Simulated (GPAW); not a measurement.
## Re in GPAW: convergence with k mesh

Input of the first run (k mesh 3 × 3 × 2); the others differ in this setting and in those tied to it:

File run.py:

```python
from ase.dft.bandgap import bandgap
from ase.io import read, write
from ase.units import GPa
from gpaw import GPAW, PW, setup_paths

setup_paths.insert(0, '.')

atoms = read('POSCAR')

calc = GPAW(mode=PW(600),
            xc='PBE',
            kpts={'size': (3, 3, 2), 'gamma': True},
            occupations={'name': 'fermi-dirac', 'width': 0.05},
            setups={'Re': 'jth'},
            nbands=-13,
            convergence={'density': 1e-05, 'energy': 1e-05},
            maxiter=100,
            txt='gpaw.txt')
atoms.calc = calc
energy = atoms.get_potential_energy()
forces = atoms.get_forces()
stress = atoms.get_stress()
calc.write('gs.gpw')
write('result.traj', atoms)
print(f'Energy: {energy:.6f} eV')
print('Forces (eV/A):')
print(forces.round(4))
print('Stress (GPa):', (stress / GPa).round(3))
print('Fermi level:', round(calc.get_fermi_level(), 4), 'eV')
print(f'Gap: {bandgap(calc)[0]:.4f} eV, direct: {bandgap(calc, direct=True)[0]:.4f} eV')
```

The input POSCAR:

```
Re
1.0
    2.7608000000      0.0000000000      0.0000000000
   -1.3804000000      2.3909229348      0.0000000000
    0.0000000000      0.0000000000      4.4582000000
Re
2
Direct
    0.6666666667      0.3333333333      0.7500000000
    0.3333333333      0.6666666667      0.2500000000
```

Potentials or basis: JTH PAW 2.0, PBE, pw.

The run is started by

```console
$ OMP_NUM_THREADS=1 python run.py
```

Hardware: 1 thread of Arm Neoverse V1, on a shared host.

| k mesh | energy less the tightest run, at zero smearing (meV/atom) | pressure (GPa) | SCF cycles | CPU time (s) | peak memory (GiB) |
| --- | --- | --- | --- | --- | --- |
| 3 × 3 × 2 | 402.26 | 16.07 | 9 | 5 | 0.14 |
| 4 × 4 × 2 | 80.44 | 6.01 | 9 | 5.9 | 0.14 |
| 5 × 5 × 3 | -17.89 | 4.12 | 9 | 7.4 | 0.14 |
| 6 × 6 × 3 | -11.54 | 6.45 | 9 | 9 | 0.15 |
| 7 × 7 × 4 | 6.33 | 6.11 | 9 | 14 | 0.15 |
| 8 × 8 × 5 | -1.62 | 6.29 | 9 | 17 | 0.16 |
| 10 × 10 × 6 | 3.21 | 6.11 | 9 | 29 | 0.17 |
| 12 × 12 × 7 | 0.33 | 6.43 | 9 | 44 | 0.2 |
| 15 × 15 × 8 | 0.00 | 6.38 | 9 | 73 | 0.25 |

Against the tightest run, the energy stays within 1 meV/atom from 12 × 12 × 7 on; the pressure stays within 0.1 GPa from 12 × 12 × 7 on. Meshes of other sizes hit other points, so gaps and Fermi surfaces needn't settle smoothly. The tightest run that finished is the yardstick and may itself not be fully converged.

Caveat, for the tightest run too: the program truncates these outside data sets. The run has no spin-orbit coupling, so splittings on Re are missing.
